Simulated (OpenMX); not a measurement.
The system is SiO2.

```
Si O
1.0
     5.06109    0.00000    0.00000
    -2.53054    4.38303    0.00000
     0.00000    0.00000    5.54050
Si O
3 6
Cartesian
  2.5305 0.0000 0.0000
  1.2653 2.1915 1.8468
  -1.2653 2.1915 3.6937
  1.5838 0.9144 0.9234
  3.4773 0.9144 4.6171
  0.0000 1.8288 2.7703
  0.9467 3.4686 0.9234
  -0.9467 3.4686 4.6171
  2.5305 2.5542 2.7703
```

The cell comes from a database or a generator and needn't be the stable form of this composition.

| Quantity | Value |
| --- | --- |
| Program | OpenMX 3.8.5 |
| Task | single point |
| Functional | PBE |
| Potentials or basis | OpenMX 2013 PBE set, Si7.0-s2p2d1, O6.0-s2p2d1, grid cutoff 400 Ry |
| k mesh | 7 × 7 × 5 |
| Occupations | fermi-dirac, width 0.05 eV |
| Spin | no spin polarisation |

On this cell: pressure 9.1 GPa; largest force 0.738 eV/Å; band gap on the k mesh 6.10 eV, indirect (least direct gap 6.32 eV).

The same run follows on a disturbed copy (atoms moved at random, drawn with an rms of 0.05 Å):

```
Si O
1.0
     5.06109    0.00000    0.00000
    -2.53054    4.38303    0.00000
     0.00000    0.00000    5.54050
Si O
3 6
Cartesian
  2.5506 -0.0182 -0.0200
  1.3171 2.1956 1.7834
  -1.2791 2.1968 3.7245
  1.5912 0.9233 0.8603
  3.4348 0.9829 4.5836
  -0.0155 1.8288 2.7807
  0.9145 3.4744 0.9292
  -0.9172 3.4153 4.6063
  2.5895 2.5144 2.7414
```

Question: What does the disturbed cell give?

Answer: The energy moves by +70.0 meV/atom; pressure 12.3 GPa; largest force 4.953 eV/Å; band gap on the k mesh 5.78 eV, indirect (least direct gap 5.97 eV).

Forces on the atoms (eV/Å):
```
Si  -0.445  0.834 -1.257
Si  -1.688 -0.822  3.117
Si   1.883  0.224 -3.384
O   -0.762 -0.407 -0.071
O   -0.738 -4.077  2.714
O    2.190 -0.310 -1.455
O    1.222  0.517  0.037
O    0.275  2.892  1.840
O   -1.934  1.148 -1.530
```

Caveats: an odd mesh through Γ misses points on the zone boundary, where band edges often lie; the basis of atomic orbitals isn't converged, which shifts pressures, moduli and gaps.
